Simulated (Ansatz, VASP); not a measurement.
# TiSe2 in VASP and in Ansatz

```
Ti Se
1.0
     3.51147    0.00000    0.00000
    -1.75574    3.04102    0.00000
     0.00000    0.00000    5.99379
Ti Se
1 2
Direct
  0.00000 0.00000 0.00000
  0.33333 0.66667 0.25829
  0.66667 0.33333 0.74171
```

Alike in both runs: functional PBE; dispersion D3(BJ); k mesh 12 × 12 × 6; occupations gaussian, width 0.05 eV; no spin polarisation.

Ansatz relaxed the structure, and its values are those at the end. VASP's run is a single point on that final structure, the one shown.

|  | VASP | Ansatz |
| --- | --- | --- |
| version | VASP 6.6.1 | Ansatz 0.2.0 |
| potentials or method | VASP PAW PBE potentials, release 64 (Ti_sv, Se) | scalar-relativistic, plane waves, PAW |
| plane-wave cutoff (eV) | 520 | 420 |
| valence electrons in the cell | 24 | 44 |

|  | VASP | Ansatz | Ansatz less VASP |
| --- | --- | --- | --- |
| gap on the k mesh at the Fermi level (eV) | none | none | - |
| pressure (GPa) | -1.3 | -1.4 | -0.10 |
| rms of the force components (eV/Å) | 0.007 | 0.001 | -0.0055 |

A gap of «none» marks a metal or a gap that the smearing closes. The two sets of potentials don't hold the same shells in valence.
